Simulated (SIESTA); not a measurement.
Wanted: the native input for a SIESTA 5.4.2 run.

```yaml
Task: single point
Functional: optB88-vdW
Potentials_or_basis: PseudoDojo 0.4 standard (PBE files, fully relativistic)
Basis: DZP (energy shift 0.01 Ry)
Grid_cutoff: 800 Ry
Energy_shift: 0.01 Ry
k_mesh: 8 × 8 × 8
Occupations: fermi-dirac, width 0.05 eV
Spin: non-collinear spin, random start, spin-orbit coupling
Starting_moments: "[[0.003, -0.007, -0.006]] μB"
```

Crystal: Au.

```
Au
1.0
     0.00000    2.03500    2.03500
     2.03500    0.00000    2.03500
     2.03500    2.03500    0.00000
Au
1
Cartesian
  0.0000 0.0000 0.0000
```

The input as run:

Au.fdf

```
SystemName                      Gold
SystemLabel                     Au
NumberOfSpecies                 1
NumberOfAtoms                   1
%block ChemicalSpeciesLabel
  1  79 Au
%endblock ChemicalSpeciesLabel
%include structure.fdf

%block kgrid.MonkhorstPack
    8   0   0  0.0
    0   8   0  0.0
    0   0   8  0.0
%endblock kgrid.MonkhorstPack
XC.Functional                   VDW
XC.Authors                      KBM
PAO.BasisSize                   DZP
PAO.EnergyShift                 0.01 Ry
Mesh.Cutoff                     800 Ry
Spin                            spin-orbit
%block DM.InitSpin
    1   0.010   128.23   -66.80
%endblock DM.InitSpin
WriteOrbMom                     true
OccupationFunction              FD
ElectronicTemperature           0.05 eV
MaxSCFIterations                200
SCF.MustConverge                false
SCF.Mixer.Method                Pulay
SCF.Mixer.Weight                0.1
SCF.Mixer.History               10
SCF.DM.Tolerance                5.0e-05
SCF.H.Tolerance                 1.0e-03 eV
WriteForces                     true
Charge.Mulliken                 end
Charge.Hirshfeld                end
Charge.Voronoi                  end
SaveRho                         true
SaveElectrostaticPotential      true
```

structure.fdf

```
LatticeConstant                 1.0 Ang
%block LatticeVectors
     0.0000000000     2.0350000000     2.0350000000
     2.0350000000     0.0000000000     2.0350000000
     2.0350000000     2.0350000000     0.0000000000
%endblock LatticeVectors
AtomicCoordinatesFormat         Fractional
%block AtomicCoordinatesAndAtomicSpecies
     0.0000000000     0.0000000000     0.0000000000  1  Au
%endblock AtomicCoordinatesAndAtomicSpecies
```

Potentials or basis: PseudoDojo 0.4 standard (PBE files, fully relativistic), DZP (energy shift 0.01 Ry).

The run is started by

```bash
$ siesta Au.fdf > Au.out 2>&1
```

It gave:

```
Band gap on the k mesh : none (metal or under the smearing width)
Net moment             : 0.02 μB per cell
```

Caveat: the basis of atomic orbitals isn't converged, which shifts pressures, moduli and gaps.

Wall time 22 s on 1 thread of Intel(R) Xeon(R) 6975P-C (Granite Rapids), on a shared host, peak memory 0.27 GiB.
